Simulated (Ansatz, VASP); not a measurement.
Two plane-wave programs on WS2

INCAR

```
SYSTEM = WS2
  PREC = Accurate
  ENCUT = 520
  EDIFF = 1E-7
  ISMEAR = -1
  SIGMA = 0.05
  LREAL = .FALSE.
  LASPH = .TRUE.
  NELM = 60
  ALGO = Normal
  ISIF = 2
  LWAVE = .FALSE.
  LCHARG = .FALSE.
  LMAXMIX = 4
  GGA = CA
  NBANDS = 35
```

File KPOINTS:

```
Automatic mesh
0
G
  7 7 2
  0 0 0
```

The input POSCAR:

```
WS2
1.0
    3.1832085602      0.0000000000      0.0000000000
   -1.5916042801      2.7567394786      0.0000000000
    0.0000000000      0.0000000000     23.6687632500
W S
2 4
Direct
    0.6666666667      0.3333333333      0.3626824600
    0.3333333333      0.6666666667      0.6373175400
    0.6666666667      0.3333333333      0.7031838900
    0.3333333333      0.6666666667      0.4285581700
    0.6666666667      0.3333333333      0.5714418300
    0.3333333333      0.6666666667      0.2968161100
```

KPOINTS_OPT

```
path GMKGALHA,LM,KH
20
line-mode
reciprocal
 0.0000000000  0.0000000000  0.0000000000  G
 0.5000000000  0.0000000000  0.0000000000  M

 0.5000000000  0.0000000000  0.0000000000  M
 0.3333333333  0.3333333333  0.0000000000  K

 0.3333333333  0.3333333333  0.0000000000  K
 0.0000000000  0.0000000000  0.0000000000  G

 0.0000000000  0.0000000000  0.0000000000  G
 0.0000000000  0.0000000000  0.5000000000  A

 0.0000000000  0.0000000000  0.5000000000  A
 0.5000000000  0.0000000000  0.5000000000  L

 0.5000000000  0.0000000000  0.5000000000  L
 0.3333333333  0.3333333333  0.5000000000  H

 0.3333333333  0.3333333333  0.5000000000  H
 0.0000000000  0.0000000000  0.5000000000  A

 0.5000000000  0.0000000000  0.5000000000  L
 0.5000000000  0.0000000000  0.0000000000  M

 0.3333333333  0.3333333333  0.0000000000  K
 0.3333333333  0.3333333333  0.5000000000  H
```

Contents of input.yaml:

```yaml
crystal:
  lattice:
    - [3.1832085602, 0.0, 0.0]
    - [-1.5916042801, 2.7567394786, 0.0]
    - [0.0, 0.0, 23.66876325]
  atoms:
    - { symbol: W, position: [0.6666666667, 0.3333333333, 0.36268246] }
    - { symbol: W, position: [0.3333333333, 0.6666666667, 0.63731754] }
    - { symbol: S, position: [0.6666666667, 0.3333333333, 0.70318389] }
    - { symbol: S, position: [0.3333333333, 0.6666666667, 0.42855817] }
    - { symbol: S, position: [0.6666666667, 0.3333333333, 0.57144183] }
    - { symbol: S, position: [0.3333333333, 0.6666666667, 0.29681611] }
hamiltonian:
  xc: lda
  pseudopotentials: { kind: paw }
kpoints:
  mp_grid: { grid: [7, 7, 2] }
  band_path:
    path:
      - [[0.0, 0.0, 0.0], [0.5, 0.0, 0.0], [0.3333333333, 0.3333333333, 0.0], [0.0, 0.0, 0.0], [0.0, 0.0, 0.5], [0.5, 0.0, 0.5], [0.3333333333, 0.3333333333, 0.5], [0.0, 0.0, 0.5]]
      - [[0.5, 0.0, 0.5], [0.5, 0.0, 0.0]]
      - [[0.3333333333, 0.3333333333, 0.0], [0.3333333333, 0.3333333333, 0.5]]
    npoints: 14
scf:
  occupations: { method: fermi_dirac, width: 0.05 }
  n_extra_bands: 15
output:
  forces: true
  stress: true
  eigenvalues: true
  fatbands: false
  write_density: true
  write_potential: true
  elf: true
  volumetric_format: npy
```

Alike in both runs: task band structure; functional LDA; k mesh 7 × 7 × 2; occupations fermi-dirac, width 0.05 eV; no spin polarisation.

|  | VASP | Ansatz |
| --- | --- | --- |
| version | VASP 6.6.1 | Ansatz 0.2.0 |
| potentials or method | VASP PAW LDA potentials, release 64 (W_sv, S) | Ansatz PAW |
| plane-wave cutoff (eV) | 520 | 420 |
| valence electrons in the cell | 52 | 52 |

```csv
,VASP,Ansatz,Ansatz less VASP
gap on the k mesh at the Fermi level (eV),1.60,1.60,-0.008
least direct gap on the mesh (eV),2.39,2.39,-0.007
gap along the band path (eV),1.45,1.43,-0.016
rms of the force components (eV/Å),0.145,0.167,+0.0214
```

Atom by atom the forces differ by 0.022 eV/Å (rms over components).

Caveats: spin-orbit coupling is left out, which moves the levels of the heavy elements; the k mesh misses the band edges, so the gap on the mesh is wider than the one along the path (Ansatz); the PAW data sets come from PBE, with cores solved anew for the run's functional, which leaves a small shift of forces and pressure (Ansatz).
